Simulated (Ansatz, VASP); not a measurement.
# Cross-check of InP (InP(110)) between VASP and Ansatz, part 2 of 2

Wanted: the spread between two codes on one cell, functional and k mesh. The cell is taken from a series of runs on this material, whose earlier steps may have relaxed, scaled, displaced or heated it; both programs get it as it stands. Valence electrons are named where the data sets of a main pair hold unlike numbers.

VASP 6.6.1 and Ansatz 0.2.0.

So far: Starting point; Ansatz: single point, PBE.

## (3) VASP: single point, PBE

Level of this step: PBE; plane waves and PAW (In_d_GW, P_GW) (VASP).

The same cell, functional, mesh and smearing now go to VASP, with its own data sets.

Lines of VASP's logs that name or quote its potential files are left out, and so is its time.

Contents of INCAR:

```
SYSTEM = InP
PREC = Accurate
ENCUT = 520
EDIFF = 1E-06
NELM = 100
ISMEAR = 0
SIGMA = 0.03
LREAL = .FALSE.
ALGO = Normal
GGA = PE
NBANDS = 100
LORBIT = 11
LWAVE = .FALSE.
LCHARG = .FALSE.
KPAR = 2
NCORE = 2
ISIF = 0
LDIPOL = .TRUE.
IDIPOL = 3
DIPOL = 0.5 0.5 0.5
LVHAR = .TRUE.
```

Contents of POSCAR:

```
InP
1.0
    4.2417834439      0.0000000000      0.0000000000
    0.0000000000      5.9987876750      0.0000000000
    0.0000000000      0.0000000000     32.9671337756
In P
9 9
Direct
    0.0000000000      0.0581952317      0.2559675902
    0.5000000000      0.4871026643      0.3036543447
    0.0000000000      0.9903240628      0.3721208259
    0.5000000000      0.4878438298      0.4350903789
    0.0000000000      0.9906566124      0.5000000000
    0.5000000000      0.4878438298      0.5649096211
    0.0000000000      0.9903240628      0.6278791741
    0.5000000000      0.4871026643      0.6963456553
    0.0000000000      0.0581952317      0.7440324098
    0.0000000000      0.7375367198      0.3074148473
    0.5000000000      0.2675581080      0.2353548805
    0.0000000000      0.7385592013      0.4359240415
    0.5000000000      0.2424136875      0.3700365093
    0.0000000000      0.7385592013      0.5640759585
    0.5000000000      0.2402763771      0.5000000000
    0.0000000000      0.7375367198      0.6925851527
    0.5000000000      0.2424136875      0.6299634907
    0.5000000000      0.2675581080      0.7646451195
```

Contents of KPOINTS:

```
Automatic mesh
0
Gamma
6 4 1
0 0 0
```

PAW data sets: In_d_GW and P_GW (PBE family, release 64).

Started as:

```
mpirun -np 4 vasp_std
```

Numbers of over 12 decimals in the logs are rounded to 6 here.

What it wrote:

```text
[banner, memory and clock lines left out]
running    4 mpi-ranks, on    1 nodes
 distrk:  each k-point on    2 cores,    2 groups
 distr:  one band on    2 cores,    1 groups

 POSCAR found type information on POSCAR InP
 POSCAR found :  2 types and      18 ions
|                                                                             |
|               ----> ADVICE to this user running VASP <----                  |
|                                                                             |
|     You have a (more or less) 'large supercell' and for larger cells it     |
|     might be more efficient to use real-space projection operators.         |
|     Therefore, try LREAL= Auto in the INCAR file.                           |
|     Mind: For very accurate calculation, you might also keep the            |
|     reciprocal projection scheme (i.e. LREAL=.FALSE.).                      |
|                                                                             |

 LDA part: xc-table for (Slater+PW92), standard interpolation
 POSCAR, INCAR and KPOINTS ok, starting setup
 FFT: planning ... GRIDC
 FFT: planning ... GRID_SOFT
 FFT: planning ... GRID
 WAVECAR not read
 entering main loop
       N       E                     dE             d eps       ncg     rms          rms(c)
DAV:   1     0.309881869061E+04    0.30988E+04   -0.46190E+04  3300   0.493E+03
DAV:   2     0.151418252175E+04   -0.15846E+04   -0.14527E+04  2776   0.157E+03
DAV:   3     0.488310883048E+03   -0.10259E+04   -0.97631E+03  3972   0.897E+02
DAV:   4     0.110913837563E+03   -0.37740E+03   -0.35734E+03  3960   0.918E+02
DAV:   5    -0.408512376686E+02   -0.15177E+03   -0.14676E+03  4616   0.524E+02    0.432E+01
DAV:   6    -0.709881356305E+02   -0.30137E+02   -0.31198E+02  4680   0.236E+02    0.815E+00
DAV:   7    -0.735679413599E+02   -0.25798E+01   -0.40908E+01  4800   0.682E+01    0.642E+00
DAV:   8    -0.738611095461E+02   -0.29317E+00   -0.67005E+00  4800   0.260E+01    0.559E+00
DAV:   9    -0.738855087483E+02   -0.24399E-01   -0.12507E+00  4800   0.112E+01    0.367E+00
DAV:  10    -0.737986263664E+02    0.86882E-01   -0.87205E-01  4800   0.801E+00    0.530E+00
DAV:  11    -0.738108985100E+02   -0.12272E-01   -0.14647E-01  4800   0.442E+00    0.298E+00
DAV:  12    -0.738128273898E+02   -0.19289E-02   -0.20698E-02  4800   0.120E+00    0.272E+00
DAV:  13    -0.738169831343E+02   -0.41557E-02   -0.85618E-03  4800   0.106E+00    0.339E+00
DAV:  14    -0.738125450504E+02    0.44381E-02   -0.42873E-02  3832   0.322E+00    0.266E-01
[...]
DAV:  25    -0.738131739937E+02   -0.14402E-04   -0.20365E-06  2024   0.362E-02    0.295E-02
DAV:  26    -0.738131949609E+02   -0.20967E-04   -0.17695E-06  2056   0.402E-02    0.214E-02
DAV:  27    -0.738132100419E+02   -0.15081E-04   -0.16186E-06  1984   0.244E-02    0.143E-02
DAV:  28    -0.738132167508E+02   -0.67089E-05   -0.13474E-06  1952   0.242E-02    0.103E-02
DAV:  29    -0.738132215377E+02   -0.47868E-05   -0.15625E-06  2072   0.229E-02    0.689E-03
DAV:  30    -0.738132241728E+02   -0.26351E-05   -0.59773E-07  1816   0.164E-02    0.404E-03
DAV:  31    -0.738132258183E+02   -0.16456E-05   -0.10846E-06  1856   0.182E-02    0.109E-03
DAV:  32    -0.738132267122E+02   -0.89385E-06   -0.48322E-07  1752   0.198E-02
   1 F= -.73813227E+02 E0= -.73813227E+02  d E =-.359087E-17
```

OUTCAR, selected parts (step 3):

```text
ion  position               nearest neighbor table
   1  0.000  0.058  0.256-  11 2.56  11 2.56  10 2.56
   2  0.500  0.487  0.304-  10 2.60  10 2.60  11 2.61  13 2.64
   3  0.000  0.990  0.372-  12 2.59  13 2.61  13 2.61  10 2.62
   4  0.500  0.488  0.435-  12 2.60  12 2.60  13 2.60  15 2.60
   5  0.000  0.991  0.500-  15 2.60  15 2.60  12 2.60  14 2.60
   6  0.500  0.488  0.565-  14 2.60  14 2.60  17 2.60  15 2.60
   7  0.000  0.990  0.628-  14 2.59  17 2.61  17 2.61  16 2.62
   8  0.500  0.487  0.696-  16 2.60  16 2.60  18 2.61  17 2.64
   9  0.000  0.058  0.744-  18 2.56  18 2.56  16 2.56
  10  0.000  0.738  0.307-   1 2.56   2 2.60   2 2.60   3 2.62
  11  0.500  0.268  0.235-   1 2.56   1 2.56   2 2.61
  12  0.000  0.739  0.436-   3 2.59   5 2.60   4 2.60   4 2.60
  13  0.500  0.242  0.370-   4 2.60   3 2.61   3 2.61   2 2.64
  14  0.000  0.739  0.564-   7 2.59   5 2.60   6 2.60   6 2.60
  15  0.500  0.240  0.500-   5 2.60   5 2.60   6 2.60   4 2.60
  16  0.000  0.738  0.693-   9 2.56   8 2.60   8 2.60   7 2.62
  17  0.500  0.242  0.630-   6 2.60   7 2.61   7 2.61   8 2.64
  18  0.500  0.268  0.765-   9 2.56   9 2.56   8 2.61

  LATTYP: Found a simple orthorhombic cell.
 ALAT       =     4.2417834439
 B/A-ratio  =     1.4142135624
 C/A-ratio  =     7.7719983143

 Subroutine GETGRP returns: Found  4 space group operations
 (whereof  4 operations were pure point group operations)

The static configuration has the point symmetry C_2v.

 Found     12 irreducible k-points:

   k-points           NKPTS =     12   k-points in BZ     NKDIM =     12   number of bands    NBANDS=    100

   dimension x,y,z NGX =    32 NGY =   48 NGZ =  250
   dimension x,y,z NGXF=    64 NGYF=   96 NGZF=  500

   ENCUT  =  520.0 eV  38.22 Ry    6.18 a.u.   7.89 11.15 61.30*2*pi/ulx,y,z

   NELECT =     162.0000    total number of electrons

 k-points in reciprocal lattice and weights: Automatic mesh
   0.00000000  0.00000000  0.00000000       0.042
   0.16666667  0.00000000  0.00000000       0.083
   0.33333333  0.00000000  0.00000000       0.083
   0.50000000  0.00000000  0.00000000       0.042
   0.00000000  0.25000000  0.00000000       0.083
   0.16666667  0.25000000  0.00000000       0.167
   0.33333333  0.25000000  0.00000000       0.167
   0.50000000  0.25000000  0.00000000       0.083
   0.00000000  0.50000000  0.00000000       0.042
   0.16666667  0.50000000  0.00000000       0.083
   0.33333333  0.50000000  0.00000000       0.083
   0.50000000  0.50000000  0.00000000       0.042

 dipolmoment           0.000000      0.000000      0.000000 electrons x Angstroem

 average (electrostatic) potential at core
       1 -78.5990       2 -78.3964       3 -78.4305       4 -78.4185       5 -78.4207
       6 -78.4185       7 -78.4305       8 -78.3964       9 -78.5990      10 -79.3208
      11 -79.0230      12 -79.2788      13 -79.2489      14 -79.2788      15 -79.2707
      16 -79.3208      17 -79.2489      18 -79.0230

 E-fermi :  -0.1128

 k-point     1 :       0.0000    0.0000    0.0000
  band No.  band energies     occupation
    ...
     77      -0.5351      2.00000
     78      -0.4595      2.00000
     79      -0.4346      2.00000
     80      -0.3644      2.00000
     81      -0.2850      2.00000
     82       0.4743      0.00000
     83       1.1005      0.00000
     84       1.5664      0.00000
     85       1.6526      0.00000
     86       1.7873      0.00000
    ...

 k-point     2 :       0.1667    0.0000    0.0000
  band No.  band energies     occupation
    ...
     77      -1.2001      2.00000
     78      -0.9559      2.00000
     79      -0.9126      2.00000
     80      -0.6972      2.00000
     81      -0.5302      2.00000
     82       1.4159      0.00000
     83       1.7846      0.00000
     84       1.8780      0.00000
     85       2.1770      0.00000
     86       2.3032      0.00000
    ...

 k-point     3 :       0.3333    0.0000    0.0000
  band No.  band energies     occupation
    ...
     77      -1.6595      2.00000
     78      -1.5356      2.00000
     79      -1.2834      2.00000
     80      -1.0052      2.00000
     81      -0.7695      2.00000
     82       1.4063      0.00000
     83       1.4912      0.00000
     84       2.0391      0.00000
     85       2.0814      0.00000
     86       2.1963      0.00000
    ...

  energy-cutoff  :      520.00
  volume of cell :      838.87
      direct lattice vectors                 reciprocal lattice vectors
     4.241783444  0.000000000  0.000000000     0.235749895  0.000000000  0.000000000
     0.000000000  5.998787675  0.000000000     0.000000000  0.166700349  0.000000000
     0.000000000  0.000000000 32.967133776     0.000000000  0.000000000  0.030333241

 POSITION                                       TOTAL-FORCE (eV/Angst)
 -----------------------------------------------------------------------------------
      0.00000      0.34910      8.43852         0.000000      0.028899      0.030945
      2.12089      2.92203     10.01061         0.000000      0.016302      0.013029
      0.00000      5.94074     12.26776        -0.000000     -0.001714      0.009285
      2.12089      2.92647     14.34368         0.000000      0.011459     -0.011106
      0.00000      5.94274     16.48357         0.000000     -0.026681      0.000000
      2.12089      2.92647     18.62345         0.000000      0.011459      0.011106
      0.00000      5.94074     20.69938        -0.000000     -0.001714     -0.009285
      2.12089      2.92203     22.95652         0.000000      0.016302     -0.013029
      0.00000      0.34910     24.52862         0.000000      0.028899     -0.030945
      0.00000      4.42433     10.13459         0.000000      0.008878      0.000553
      2.12089      1.60502      7.75898         0.000000     -0.052269      0.135962
      0.00000      4.43046     14.37117         0.000000      0.004052     -0.004207
      2.12089      1.45419     12.19904         0.000000     -0.004930      0.032211
      0.00000      4.43046     18.59597         0.000000      0.004052      0.004207
      2.12089      1.44137     16.48357         0.000000      0.005326      0.000000
      0.00000      4.42433     22.83255         0.000000      0.008878     -0.000553
      2.12089      1.45419     20.76809         0.000000     -0.004930     -0.032211
      2.12089      1.60502     25.20816         0.000000     -0.052269     -0.135962
 -----------------------------------------------------------------------------------
    total drift:                                0.000000      0.001165     -0.000004

  FREE ENERGIE OF THE ION-ELECTRON SYSTEM (eV)
  ---------------------------------------------------
  free  energy   TOTEN  =       -73.8132267122 eV

  energy  without entropy=      -73.8132267122  energy(sigma->0) =      -73.81322671

 vacuum level on the upper side and lower side of the slab         4.890         4.890

 total charge
# of ion       s       p       d       f       tot
--------------------------------------------------
    1        0.858   0.568   9.890   0.014  11.330
    2        0.783   0.634   9.906   0.016  11.338
    3        0.783   0.638   9.906   0.016  11.343
    4        0.783   0.637   9.907   0.016  11.342
    5        0.782   0.641   9.908   0.017  11.348
    6        0.783   0.637   9.907   0.016  11.342
    7        0.783   0.638   9.906   0.016  11.343
    8        0.783   0.634   9.906   0.016  11.338
    9        0.858   0.568   9.890   0.014  11.330
   10        1.147   1.646   0.028   0.000   2.821
   11        1.198   1.556   0.026   0.000   2.780
   12        1.143   1.650   0.027   0.000   2.820
   13        1.146   1.641   0.027   0.000   2.813
   14        1.143   1.650   0.027   0.000   2.820
   15        1.144   1.648   0.027   0.000   2.819
   16        1.147   1.646   0.028   0.000   2.821
   17        1.146   1.641   0.027   0.000   2.813
   18        1.198   1.556   0.026   0.000   2.780
--------------------------------------------------
tot         17.609  20.225  89.366   0.144 127.344

[... 3 further parts left out ...]
```

## (4) Side by side

Known differences besides the potentials themselves: the cutoff is 420 eV in Ansatz and 520 eV in VASP; VASP leaves aspherical gradient terms in its spheres out (LASPH is not set), Ansatz keeps them. Total energies have different zeros and are not compared.

The two programs side by side:

| quantity | Ansatz | VASP | difference |
| --- | --- | --- | --- |
| gap on the k mesh (eV) | 0.764 | 0.759 | +0.004 |

Forces on 7 of the 18 atoms, those with the largest forces and the largest differences (eV/Å; atoms numbered as in POSCAR):

| atom | Ansatz x, y, z | VASP x, y, z |
| --- | --- | --- |
| In1 | 0.000, 0.028, 0.031 | 0.000, 0.029, 0.031 |
| In5 | 0.000, -0.027, 0.000 | 0.000, -0.027, 0.000 |
| In9 | 0.000, 0.028, -0.031 | 0.000, 0.029, -0.031 |
| P11 | 0.000, -0.052, 0.135 | 0.000, -0.052, 0.136 |
| P13 | 0.000, -0.005, 0.032 | 0.000, -0.005, 0.032 |
| P17 | 0.000, -0.005, -0.032 | 0.000, -0.005, -0.032 |
| P18 | 0.000, -0.052, -0.135 | 0.000, -0.052, -0.136 |

The forces differ by 0.4 meV/Å r.m.s., which is 1.4 % of the r.m.s. force of 0.031 eV/Å (both taken over all components). A gap on the mesh is an upper bound, since the band edges may lie between its points. With vacuum in the cell, a pressure given here is an average over mostly empty space and none of the material.

## (5) Other set-ups

Further runs change the set-up of one program: Ansatz's method, potentials or start, or VASP's data sets, cutoff or form of LDA. The table gives Ansatz less VASP for each quantity, since a change that brings one quantity closer may part another.

| run | r.m.s. force difference (meV/Å) | gap on the k mesh (eV) |
| --- | --- | --- |
| as above | 0.42 | 0.0043 |
| VASP with the data sets In_d and P_h and a cutoff of 630 eV | 1.1 | 0.0018 |

## (6) Summary of results

```yaml
r_m_s_force_difference_single_point_pbe: 0.42 meV/Å
```

The r.m.s. force difference is 0.42 meV/Å (single point, PBE), within the 12 meV/Å picked in this series as the mark of a large difference. Single point, PBE, VASP with the data sets In_d and P_h and a cutoff of 630 eV: r.m.s. force difference goes from 0.42 to 1.1 meV/Å; the difference in gap on the k mesh goes from 0.0043 to 0.0018 eV. Such differences can come from data sets, numerical settings and the points named under the comparisons, not from the functional's error against experiment.

[Lines on the potential files, build, host, timing and source positions are cut from VASP's logs without a mark.]

[Logs are printed without paths, hosts, clocks, repeated set-up lines and the standing remarks that a program may print on its own settings, such as how far it seeks lower states.]

[Hosts, paths, dates, database ids (printed as entryN), source tags and the programs' standing remarks are cut or masked in the printed files.]
